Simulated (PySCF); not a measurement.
## Moving the dispersion correction in SnTe

```cif
data_structure
_symmetry_space_group_name_H-M 'Fm-3m'
_symmetry_Int_Tables_number 225
_cell_length_a 6.3017
_cell_length_b 6.3017
_cell_length_c 6.3017
_cell_angle_alpha 90.000
_cell_angle_beta 90.000
_cell_angle_gamma 90.000
_cell_volume 250.25
loop_
_atom_site_label
_atom_site_type_symbol
_atom_site_symmetry_multiplicity
_atom_site_Wyckoff_symbol
_atom_site_fract_x
_atom_site_fract_y
_atom_site_fract_z
_atom_site_occupancy
Te1 Te 4 b 0.50000 0.00000 0.00000 1
Sn1 Sn 4 a 0.00000 0.00000 0.00000 1
```

Kept alike: task equation of state; functional PBE; k mesh 6 × 6 × 6; occupations fermi-dirac, width 0.05 eV; no spin polarisation. Program: PySCF, DZVP-MOLOPT-SR/GTH-PBE (potentials made for PBE). The mesh is that of the run's cell of 2 atoms. No spin-orbit coupling.

```csv
dispersion correction,volume (Å³/atom),bulk modulus (GPa)
D3(zero),32.682,42.0
D3(BJ),31.955,43.5
D3(BJ) with the three-body term,32.080,43.3
D3(OP),32.425,40.1
D4,31.912,44.0
```

Volume and modulus come from cells scaled at fixed shape and fractions.

Task: What does the dispersion correction change here?

Result: The volume runs from 31.912 (D4) to 32.682 Å³/atom (D3(zero)). The bulk modulus runs from 40.1 (D3(OP)) to 44.0 GPa (D4).
